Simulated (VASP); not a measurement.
Set up this calculation in VASP 6.6.1, as the native input.

```yaml
Task: relaxation of shape and atoms at fixed volume
Functional: r2SCAN
Dispersion: D3(BJ)
Potentials_or_basis: VASP PAW PBE potentials, release 54 (Mn_pv, S)
Cutoff: 600 eV
k_mesh: 9 × 9 × 9
Occupations: gaussian, width 0.1 eV
Spin: collinear spin, ferromagnetic start
Starting_moments: "[4.0, 0.0] μB"
Hubbard_terms: Mn d U = 7 eV, J = 0.5 eV
LDAUTYPE: 2
Hund's_J: 0.5
Further_INCAR_settings: ALGO = Normal; EDIFF = 1e-06; IBRION = 2; EDIFFG = -0.01; NSW = 60; ISIF = 4
```

The structure of MnS lies in POSCAR:

```
MnS
1.0
    0.0000000000      2.6721794119      2.6721794119
    2.6721794119      0.0000000000      2.6721794119
    2.6721794119      2.6721794119      0.0000000000
Mn S
1 1
Direct
    0.0000000000      0.0000000000      0.0000000000
    0.5000000000      0.5000000000      0.5000000000
```

The cell isn't the ideal one: volume scaled by 1.08.

These files were run (other wordings do the same):

INCAR

```
SYSTEM = MnS
PREC = Accurate
ENCUT = 600
EDIFF = 1E-6
ISMEAR = 0
SIGMA = 0.1
LREAL = .FALSE.
LASPH = .TRUE.
NELM = 120
ALGO = Normal
ISIF = 4
LWAVE = .FALSE.
LCHARG = .FALSE.
ISPIN = 2
MAGMOM = 4 0
LORBIT = 11
LMAXMIX = 4
LDAU = .TRUE.
LDAUTYPE = 2
LDAUL = 2 -1
LDAUU = 7 0
LDAUJ = 0.5 0
LDAUPRINT = 1
METAGGA = R2SCAN
LMIXTAU = .TRUE.
IVDW = 12
VDW_S6 = 1.0
VDW_S8 = 0.78981345
VDW_A1 = 0.49484001
VDW_A2 = 5.73083694
IBRION = 2
NSW = 60
EDIFFG = -0.01
```

KPOINTS

```
Automatic mesh
0
G
  9 9 9
  0 0 0
```

Potentials or basis: VASP PAW PBE potentials, release 54 (Mn_pv, S).

Command:

```console
$ cat potpaw_PBE.54/Mn_pv/POTCAR potpaw_PBE.54/S/POTCAR > POTCAR
$ mpirun -np 1 vasp_std > vasp.out
```

Results of the run:

```json
{
 "Pressure after relaxing": "-2.8 GPa",
 "Band gap on the k mesh": "1.93 eV, indirect (least direct gap 3.28 eV)",
 "Net moment": "5.00 μB per cell",
 "Site moments": "Mn +4.73; S +0.03 μB",
 "Valence electrons inside the program's atomic spheres": "Mn 11.22; S 3.80",
 "Dispersion energy per atom": "-0.177 eV"
}
```

Caveat: the relaxation stopped at its first step, so nothing moved; the PAW data sets were made with another functional, which shifts forces and pressure a little; an odd mesh through Γ misses points on the zone boundary, where band edges often lie; a cell with one magnetic atom can't hold antiferromagnetic order, which such compounds often take.

Run time: 2.3 min on 1 thread of Intel(R) Xeon(R) Platinum 8559C (Emerald Rapids) (shared host), peak memory 0.23 GiB.
